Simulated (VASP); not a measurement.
Runs of VASP 6.6.1 on SH2. The cell holds a molecule in a box, 3 atoms: a = 12.326 Å, b = 12.826 Å, c = 13.326 Å, α = 90.00°, β = 90.00°, γ = 90.00°. 

| level | potentials or basis | grid for exact exchange (PRECFOCK) | screening parameter | gap on the mesh (eV) | largest force (eV/Å) |
| --- | --- | --- | --- | --- | --- |
| PBE+D3 | VASP PAW PBE potentials, release 64 (S, H) | - | - | 5.37 | 0.01 |
| LDA | VASP PAW LDA potentials, release 64 (S, H) | - | - | (b) | (a) |
| optB86b-vdW | VASP PAW PBE potentials, release 64 (S, H) | - | - | 5.16 | 0.02 |
| HSE06+D3(BJ) | VASP PAW PBE potentials, release 64 (S, H) | Fast | 0.2 1/A | 6.49 | 0.46 |
| RPBE+D3(BJ) | VASP PAW PBE potentials, release 64 (S, H) | - | - | 5.29 | 0.01 |

Alike in all rows: task single point; no spin polarisation; cell as given; k mesh 1 × 1 × 1; cutoff (eV) 400; smearing gaussian 0.01 eV.

Question: Fill in the values left out.

Answer: (a) 0.07; (b) 5.43.

Caveats: the PAW data sets were made with another functional, which shifts forces and pressure a little (some runs).

